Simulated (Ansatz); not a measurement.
Here is an Ansatz 0.2.0 calculation.

input.yaml

```yaml
crystal:
  lattice:
    - [-2.574489719, 2.574489719, 1.3974126432]
    - [2.574489719, -2.574489719, 1.3974126432]
    - [2.574489719, 2.574489719, -1.3974126432]
  atoms:
    - { symbol: Ge, position: [0.5, 0.5, 0.0] }
    - { symbol: Ge, position: [0.25, 0.75, 0.5] }
hamiltonian:
  xc: pbesol
  pseudopotentials: { kind: paw }
kpoints:
  mp_grid: { grid: [11, 11, 11] }
scf:
  occupations: { method: fermi_dirac, width: 0.05 }
output:
  forces: true
  stress: true
  eigenvalues: true
  write_density: true
  write_potential: true
  elf: true
  volumetric_format: npy
relax:
  f_tol: 0.01
  max_steps: 40
  cell: { stress_tol: 0.05, p_target: 10.0 }
```

Potentials or basis: Ansatz PAW.

The run is started by

```bash
$ ansatz run input.yaml --threads 2 --pin off --max-ram 5632MiB --backend cpu --events-out ev --progress --plain --runs-dir out
```

(1) Estimate the band gap on the k mesh.

(2) What does it give for the space group after relaxing (to 0.05 Å)?

(3) Predict the relaxed volume.

(4) Estimate the relaxed cell.

Answers

(1) none (metal or under the smearing width).

(2) I4_1/amd (No. 141).

(3) 16.61 Å³/atom.

(4) a = 3.762 Å, b = 3.762 Å, c = 3.762 Å, α = 97.34°, β = 97.34°, γ = 138.11°.

Caveat: the PAW data sets come from PBE, with cores solved anew for the run's functional, which leaves a small shift of forces and pressure.
